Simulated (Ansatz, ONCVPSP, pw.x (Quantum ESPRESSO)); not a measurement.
# From atom to crystal: ONCV potential for Hf (Z = 72)

Hf, optimised norm-conserving Vanderbilt (ONCV), made with ONCVPSP 4.0.1.1 (patched build) (PBE, scalar-relativistic). Core [Kr] 4d10 4f14, reference 5s2 5p6 5d2 6s1.5 6p0.5. Waves: 5s+6s: rc 2.20 bohr, ncon 4, nbas 7, qcut 7.2 1/bohr, 3 projectors, debl 0.7 Ha; 5p+6p: rc 2.00 bohr, ncon 5, nbas 9, qcut 8.2 1/bohr, 2 projectors; 5d: rc 3.15 bohr, ncon 4, nbas 9, qcut 5.9 1/bohr, 1 projector; f scattering state at 0.45 Ha: rc 2.80 bohr, ncon 3, nbas 6, qcut 4.3 1/bohr, 2 projectors, debl 3.8 Ha. Local part: polynomial inside 1.75 bohr (lpopt 5, dvloc0 6 Ha). Core correction: Teter function, fcfact 2.25, rcfact 1.05.

Atomic tests: cutoffs needed: 20 Ha and 25 Ha (the cutoffs (Ha) at which the residual kinetic energy of the hardest occupied pseudo-wave falls to 1 and 0.1 mHa per electron); ghost test: no bound ghost flagged; GHOST(+) flags only above 600 eV; largest excitation error: +7.9 meV (all-electron minus pseudo) for 5s2 5p6 5d2 6s0 6p0, out of 4 test configurations.

Crystal test: diamond Hf in pw.x 7.5, no spin, 8³ k-points, Fermi–Dirac smearing 0.01 Ry, cutoffs 60/240 Ry. The reference is all-electron LAPW (Ansatz 0.2.0) with the same functional, mesh and smearing; V0 and B0 come from Birch–Murnaghan fits to the pressures at five volumes. Errors are pseudo minus all-electron; Δ is the rms difference of the E(V) curves that follow from these fits, minima aligned, over ±6 % about the mean V0. Mesh and smearing are coarse, so the numbers serve the comparison and aren't converged zero-temperature values; the lattice is a test structure that the element need not adopt.

```json
{"V (Å³/atom)": "33.483", "P all-electron (GPa)": "1.58", "P pseudo (GPa)": "1.89"}
{"V (Å³/atom)": "34.364", "P all-electron (GPa)": "0.76", "P pseudo (GPa)": "1.05"}
{"V (Å³/atom)": "35.245", "P all-electron (GPa)": "0.00", "P pseudo (GPa)": "0.26"}
{"V (Å³/atom)": "36.126", "P all-electron (GPa)": "-0.71", "P pseudo (GPa)": "-0.48"}
{"V (Å³/atom)": "37.007", "P all-electron (GPa)": "-1.37", "P pseudo (GPa)": "-1.16"}
```

All-electron: a0 = 6.558 Å (V0 = 35.25 Å³/atom), B0 = 29.4 GPa.

Pseudopotential: mean pressure error (GPa): +0.26; a0 (Å): 6.576; a0 error (%): +0.28; B0 error (%): +2.1; Δ (meV/atom): 1.9. The largest radius (3.15 bohr) exceeds half the bond length (2.68 bohr), so the spheres overlap, which is one possible source of error among others.

**Question.** At the middle volume, how do free energy and pressure move when the wave cutoff is lowered (ecutrho kept at four times it)?

**Answer.**

| cutoff (Ry) | shift of F (meV/atom) | shift of P (GPa) |
| --- | --- | --- |
| 27 | +1504.7 | -14.13 |
| 36 | +426.9 | -7.85 |
| 48 | +34.5 | -1.24 |

The run at the middle volume (29 k-points, 9 iterations) took about 40 s on one core of a shared host (Neoverse-V2, 192 threads, 742 GiB, load 112).
